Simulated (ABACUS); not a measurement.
Crystal: Ta.

```
CELL_PARAMETERS angstrom
-1.65128 1.65128 1.65128
1.65128 -1.65128 1.65128
1.65128 1.65128 -1.65128
ATOMIC_POSITIONS crystal
Ta 0.00000 0.00000 0.00000
```

```yaml
Program: ABACUS 3.10.1
Task: relaxation of cell and atoms
Functional: LDA
Potentials_or_basis: SG15 ONCV 1.2 PBE
Cutoff: 1361 eV
Density_cutoff: 5442 eV
Basis: DZP LCAO (the cutoffs set its grid)
k_mesh: 8 × 8 × 8
Occupations: fermi-dirac, width 0.05 eV
Spin: no spin polarisation
```

At the start: pressure -15.6 GPa; volume 18.01 Å³/atom.

Problem. Where does the relaxation end?

Solution. Over 29 steps the energy falls by 66.9 meV/atom and the volume is 16.71 Å³/atom (-7.2 %); space group Im-3m (No. 229, to 0.05 Å).

The path:
```
step  energy change (eV)  largest force (eV/Å)  pressure (GPa)  volume (Å³)
   1              0.0000                0.0000          -15.58        18.01
   2              0.4926                0.0000           69.13        13.68
   3             -0.0664                0.0000           -1.45        16.81
   4             -0.0669                0.0000           -0.26        16.73
   5             -0.0669                0.0000           -0.24        16.73
   6             -0.0669                0.0000           -0.21        16.73
   7             -0.0669                0.0000           -0.21        16.73
   8             -0.0669                0.0000           -0.21        16.73
   9             -0.0669                0.0000           -0.20        16.73
  10             -0.0669                0.0000           -0.20        16.73
  11             -0.0669                0.0000           -0.20        16.73
  12             -0.0669                0.0000           -0.20        16.73
  13             -0.0669                0.0000           -0.20        16.73
  14             -0.0669                0.0000           -0.19        16.73
  15             -0.0669                0.0000           -0.19        16.72
  16             -0.0669                0.0000           -0.18        16.72
  17             -0.0669                0.0000           -0.18        16.72
  18             -0.0669                0.0000           -0.17        16.72
  19             -0.0669                0.0000           -0.17        16.72
  20             -0.0669                0.0000           -0.15        16.72
  21             -0.0669                0.0000           -0.14        16.72
  22             -0.0669                0.0000           -0.12        16.72
  23             -0.0669                0.0000           -0.12        16.72
  24             -0.0669                0.0000           -0.09        16.72
  25             -0.0669                0.0000           -0.08        16.72
  26             -0.0669                0.0000           -0.06        16.72
  27             -0.0669                0.0000           -0.05        16.72
  28             -0.0669                0.0000           -0.02        16.71
  29             -0.0669                0.0000           -0.02        16.71
```

Final structure:
```
Ta
1.0
    -1.61064    1.61064    1.61064
     1.61064   -1.61064    1.61064
     1.61064    1.61064   -1.61064
Ta
1
Direct
  0.00000 0.00000 0.00000
```

Caveat: the atomic orbitals were generated for these runs and aren't a published set; the potentials were made for another functional, which shifts forces and pressure; the basis of atomic orbitals isn't converged, which shifts pressures, moduli and gaps.
